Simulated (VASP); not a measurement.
**EuS: single point with PBE**

**What was measured.**

From “Crystal-field mediated electronic transitions of EuS up to 35 GPa”, 2022, pmc:8786971, for a powder of EuS at 300 K: band gap 1.72 eV (optical).

EuS:

```
Eu S
1.0
     0.00000    2.97850    2.97850
     2.97850    0.00000    2.97850
     2.97850    2.97850    0.00000
Eu S
1 1
Cartesian
  0.0000 0.0000 0.0000
  2.9785 2.9785 2.9785
```

| Property | Result |
| --- | --- |
| Program | VASP 6.6.1 |
| Task | single point |
| Functional | PBE |
| Potentials or basis | VASP PAW PBE potentials, release 64 (Eu, S) |
| Cutoff | 520 eV |
| k mesh | 8 × 8 × 8 |
| Occupations | gaussian, width 0.012 eV |
| Spin | collinear spin, ferromagnetic start |
| Starting moments | [7.0, 0.0] μB |

* Pressure: -2.8 GPa
* Band gap on the k mesh: none (metal or under the smearing width)
* Net moment: 6.99 μB per cell
* Site moments: Eu +6.59; S -0.07 μB
* Valence electrons inside the program's atomic spheres: Eu 14.75; S 3.75

Levels at points of the mesh, in eV from the Fermi level:
Spin up:
```csv
k point,band 11,band 12,band 13,band 14,band 15,band 16,band 17,band 18,band 19,band 20
"(0.00, 0.00, 0.00)",-0.21,-0.21,0.10,0.10,0.10,0.81,1.09,1.09,1.09,1.96
"(0.50, 0.00, 0.00)",-0.34,-0.25,-0.25,-0.22,-0.20,2.95,3.23,3.66,3.66,6.56
"(0.50, 0.50, 0.00)",-0.28,-0.27,-0.27,-0.23,-0.04,-0.04,3.10,3.24,4.53,4.69
```
Spin down:
| k point | band 5 | band 6 | band 7 | band 8 | band 9 | band 10 | band 11 | band 12 |
| --- | --- | --- | --- | --- | --- | --- | --- | --- |
| (0.00, 0.00, 0.00) | -13.45 | -2.60 | -2.60 | -2.60 | 1.45 | 1.87 | 1.87 | 1.87 |
| (0.50, 0.00, 0.00) | -12.50 | -5.12 | -3.73 | -3.73 | 2.89 | 4.06 | 4.13 | 4.13 |
| (0.50, 0.50, 0.00) | -13.11 | -3.74 | -2.95 | -2.95 | -0.12 | 3.95 | 3.97 | 4.29 |

Run time: 73 s on 1 thread of Intel(R) Xeon(R) Platinum 8375C CPU @ 2.90GHz (Ice Lake), with other jobs on the host, peak memory 0.24 GiB.

Measured gap of EuS: 1.72 eV (optical; 300 K; powder; “Crystal-field mediated electronic transitions of EuS up to 35 GPa”, 2022, pmc:8786971). This calculation gives 0.00 eV (-1.72 eV). So large a miss can be the level of theory's own, or it may mean another phase, state or a wrong row. Spin-orbit coupling on Eu is left out. The value is that of PBE on a finite k mesh, which can miss the band edges, without temperature or zero-point motion. Semilocal functionals fall short of measured gaps as a rule. The run's magnetic order (collinear spin, ferromagnetic start) needn't be the measured crystal's.

Caveat: spin-orbit coupling is left out, which moves the levels of the heavy elements; a cell with one magnetic atom can't hold antiferromagnetic order, which such compounds often take; without U or exact exchange the open f shell lies at the Fermi level, which spoils levels, moments and volumes. The state reached can hang on the start; a lower one may exist.
